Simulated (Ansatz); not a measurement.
Crystal: KBr.

```
CELL_PARAMETERS angstrom
0.00000 3.30000 3.30000
3.30000 0.00000 3.30000
3.30000 3.30000 0.00000
ATOMIC_POSITIONS crystal
Br 0.50000 0.50000 0.50000
K 0.00000 0.00000 0.00000
```

Base run:

| Item | Value |
| --- | --- |
| Program | Ansatz 0.2.0 |
| Functional | LDA |
| Potentials or basis | Ansatz PAW |
| Cutoff | 420 eV |
| Density cutoff | 1680 eV |
| k mesh | 7 × 7 × 7 |
| Occupations | fermi-dirac, width 0.05 eV |
| Spin | no spin polarisation |

Its results: band gap on the k mesh 4.03 eV, direct; pressure -1.6 GPa.

The run is repeated on the same cell with these changes: spin from no spin polarisation to spin-orbit coupling, no magnetisation; potential files from those of the base run to others of the same set. What comes out?

Band gap on the k mesh 3.87 eV, direct; pressure -1.6 GPa.

Spin-orbit coupling splits the band edges, which narrows the gap.

Caveats: the PAW data sets come from PBE, with cores solved anew for the run's functional, which leaves a small shift of forces and pressure.

Not every run made on this cell is shown here.
